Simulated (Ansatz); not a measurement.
An Ansatz input:

```yaml
crystal:
  lattice:
    - [-1.1593976668, 1.1593976668, 1.1593976668]
    - [1.1593976668, -1.1593976668, 1.1593976668]
    - [1.1593976668, 1.1593976668, -1.1593976668]
  atoms:
    - { symbol: B, position: [0.0, 0.0, 0.0] }
hamiltonian:
  xc: revpbe
  pseudopotentials:
    kind: paw
    azcp:
      B: "pseudopotentials/B.paw.azcp"
basis:
  ecutwfc: 420
  fft_grid_basis: typed
kpoints:
  mp_grid: { grid: [31, 31, 31], shift: [0, 0, 0] }
magnetization:
  spin_polarized: false
scf:
  occupations: { method: fermi_dirac, width: 0.1 }
```

Terminal output

```
Engine: ansatz 0.2.0, x86_64-unknown-linux-gnu
Pseudopotentials: kind: paw
Pseudopotential: B, paw, valence charge 3, recommended cutoff 420 eV (normal) 
Functional definition: revPBE
  parameter kappa = 1.245
  parameter beta = 0.06672455060314922
  exchange = pbe_x(kappa = kappa, mu = beta*pi^2/3)
  correlation = pbe_c(beta = beta)
Crystal: 1 atoms, lattice volume = 6.234 Å³
Basis set: ecut = 420 eV, 135 PW (Γ)
Bands: 6, of which v1, the nominal top of the filled ones, is band 2 counted from 1 (1 counted from 0)
Symmetry: 48 space group operations
Space group: Im-3m (ITA 229), of the structure as read, at distance tolerance 1.8e-5 Å
k-points: 816 of 29791
Non-local potential: B, projectors of the file, l = 0: 2, l = 1: 2, l = 2: 1
PAW form: soft (Blöchl's): semilocal exchange-correlation on the pseudo side does not see the compensation charge
PAW frozen core: B, regenerated for the run's functional, and the local potential with it (the file was generated under x = pbe(κ = 0.804, μ = 0.2195149727645171), c = pbe(β = 0.06672455060314922))
PAW one-centre angular grid: B, 110 points (default); XC on 64 Gauss nodes
Initial density: superposition of atomic densities (neutral atoms: chi_scale 0, normalization atom), corrected by the library's trained network
Initial wavefunctions: pseudopotential atomic-orbital guess
Functional: x = revpbe(κ = 1.245, μ = 0.2195149727645171), c = pbe(β = 0.06672455060314922)
SCF iter   1: F=—  HF=-155.019316 eV  |F-HF|=—  |Δ(HF+E_count)|=         —  Δρ=5.83e-3  dr2=1.22e-3  ethr=1.77e-3  ⟨swp⟩=4.4  Hψ=36257  notcnv=0
SCF iter   2: F=—  HF=-155.018959 eV  |F-HF|=—  |Δ(HF+E_count)|=   3.56e-4  Δρ=2.75e-3  dr2=2.68e-4  ethr=4.08e-5  ⟨swp⟩=1.0  Hψ=11424  notcnv=0
SCF iter   3: F=—  HF=-155.018881 eV  |F-HF|=—  |Δ(HF+E_count)|=   7.80e-5  Δρ=9.25e-5  dr2=2.92e-7  ethr=8.95e-6  ⟨swp⟩=1.6  Hψ=5362  notcnv=0
SCF iter   4: F=—  HF=-155.018881 eV  |F-HF|=—  |Δ(HF+E_count)|=   1.37e-7  Δρ=1.56e-5  dr2=5.12e-9  ethr=9.72e-9  ⟨swp⟩=2.0  Hψ=5764  notcnv=0
iter 5 did not close the SCF: its close was put off for the readings that it lacked (scf_convergence_deferred on its scf_iter line)
SCF iter   5: F=-155.018881 eV  HF=-155.018881 eV  |F-HF|=1.06e-11  |Δ(HF+E_count)|=   3.13e-9  Δρ=6.76e-7  dr2=6.43e-12  ethr=1.71e-10  ⟨swp⟩=1.1  Hψ=4735  notcnv=0
SCF iter   6: F=-155.018881 eV  HF=-155.018881 eV  |F-HF|=0.00e0  |Δ(HF+E_count)|=  1.64e-11  Δρ=5.08e-8  dr2=4.54e-14  ethr=1.00e-12  ⟨swp⟩=1.0  Hψ=12111  notcnv=0
SCF 1 converged in 6 iterations: F = -155.018881 eV  dr2 = 4.54e-14
SCF converged after 6 iterations
Free energy (F): -155.018881 eV
Harris-Foulkes:  -155.018881 eV  (|F-HF|=0.00e0)
Internal energy: -155.011216 eV  (E = F + TS)
E sigma→0 (E₀):  -155.015049 eV
Entropy (-TS):   -0.007665 eV (-7.665 meV/atom)
Fermi energy:    13.580590 eV
--- Per-component energies (eV) ---
  E_band       = 17.770703
  E_kinetic    = 46.967117
  E_local      = -0.794405  (includes V_loc(G=0)·N_el)
  E_nonlocal   = 11.476725
  E_hartree    = 0.210568
  E_xc         = -32.040867
  E_vxc        = -38.086267  (∫ρ·V_xc dr)
  E_paw        = -79.123587  (= ΣΔE_a)
  E_vpaw       = -2.213601  (= ΣTr[D̂ρ^β])
  E_aug_tail   = -0.000002  (compensation charges beyond the density's cutoff)
  E_ewald      = -101.697859
  E_core_change = -0.008905  (= ΣΔE_core)
  E_smearing   = -0.007665  (= −TS)
  E_closure    = 0.000000  (closes the sum)
  Σ components = -155.018881   (vs F -155.018881, Δ=0.00e0)
```
